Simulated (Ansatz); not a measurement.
## InN, response to strain

The reference is InN in the wurtzite structure (space group P6_3mc, No. 186; a = 3.581 Å, c = 5.788 Å).

Strains are applied to the cell and any free atomic positions relax.

Method: PBE in Ansatz (plane waves to 420 eV, PAW, spin-orbit coupling left out), earlier PAW set.

Notes on the quantities. energy relative to the base: free energy F.

```csv
isotropic strain (%),energy relative to the base (meV/atom)
-5.62,214.8
-4.52,133.2
-2.54,?
-1.99,23.5
-1.1,6.9
0,0.0
```

Task: Fit ΔE = Aε² + Bε³ (ε in %) to the rows shown and predict the withheld row.

Result: Least squares on the printed values gives A = 5.40 and B = -0.25 meV/atom (largest residual 0.2 meV/atom); this predicts 38.9 meV/atom, and the run gives 39.0 meV/atom, in agreement.

The mesh was chosen for an insulator and is coarse for the gapless case. Whether these cells are dynamically stable was not tested. All final runs are without spin polarisation.

Ansatz is a quantum-chemistry and plane-wave program.
